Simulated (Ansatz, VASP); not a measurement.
**KBr in VASP and in Ansatz**

File INCAR:

```
PREC = Accurate
ENCUT = 520
EDIFF = 1E-6
ISMEAR = -1
SIGMA = 0.02
LREAL = F
LASPH = T
NELM = 100
ALGO = Normal
ISIF = 2
LWAVE = F
LCHARG = T
GGA = PE
LELF = T
LVHAR = T
NBANDS = 24
```

Contents of KPOINTS:

```
regular mesh
0
Gamma
  6 6 4
```

File POSCAR:

```
KBr
1.0
    5.6185814494     -0.0098325175      0.0000000000
   -2.8178059347      4.8707505272      0.0000000000
    0.0000000000      0.0000000000      6.5538300027
K Br
2 2
Direct
    0.3335760588      0.6666686142     -0.0625000000
    0.6664239412      0.3333313858      0.4375000000
    0.3336283795      0.6666684372      0.4375000000
    0.6663716205      0.3333315628      0.9375000000
```

Input for Ansatz:

```yaml
crystal:
  lattice:
    - [5.6185814494, -0.0098325175, 0.0]
    - [-2.8178059347, 4.8707505272, 0.0]
    - [0.0, 0.0, 6.5538300027]
  atoms:
    - { symbol: K, position: [0.3335760588, 0.6666686142, -0.0625] }
    - { symbol: K, position: [0.6664239412, 0.3333313858, 0.4375] }
    - { symbol: Br, position: [0.3336283795, 0.6666684372, 0.4375] }
    - { symbol: Br, position: [0.6663716205, 0.3333315628, 0.9375] }
kpoints:
  mp_grid: { grid: [6, 6, 4] }
  band_path:
    path:
      - [0.0, 0.0, 0.0]
      - [0.5, 0.0, 0.0]
      - [0.3333333333, 0.3333333333, 0.0]
      - [0.0, 0.0, 0.5]
      - [0.5, 0.0, 0.5]
      - [0.3333333333, 0.3333333333, 0.5]
    npoints: 1
hamiltonian:
  xc: pbe
scf:
  occupations: { method: fermi_dirac, width: 0.02 }
  n_extra_bands: 5
output:
  forces: true
  stress: true
  eigenvalues: true
```

Change from the starting cell: shear_xy strain -0.3%.

Alike in both runs: task single point; functional PBE; k mesh 6 × 6 × 4; occupations fermi-dirac, width 0.02 eV; no spin polarisation.

```csv
,VASP,Ansatz
version,VASP 6.6.1,Ansatz 0.2.0
potentials or method,"VASP PAW PBE potentials, release 64 (K_sv, Br)","plane waves, PAW"
plane-wave cutoff (eV),520,420
valence electrons in the cell,32,32
```

|  | VASP | Ansatz | Ansatz less VASP |
| --- | --- | --- | --- |
| gap on the k mesh at the Fermi level (eV) | 4.19 | 4.19 | +0.001 |
| pressure (GPa) | 0.4 | 0.4 | -0.03 |
| largest component of the traceless stress (GPa) | 0.10 | 0.10 | -0.006 |

The functional is the same, so the differences come from potentials, cutoffs and numerics.

A k mesh can miss the band edges.
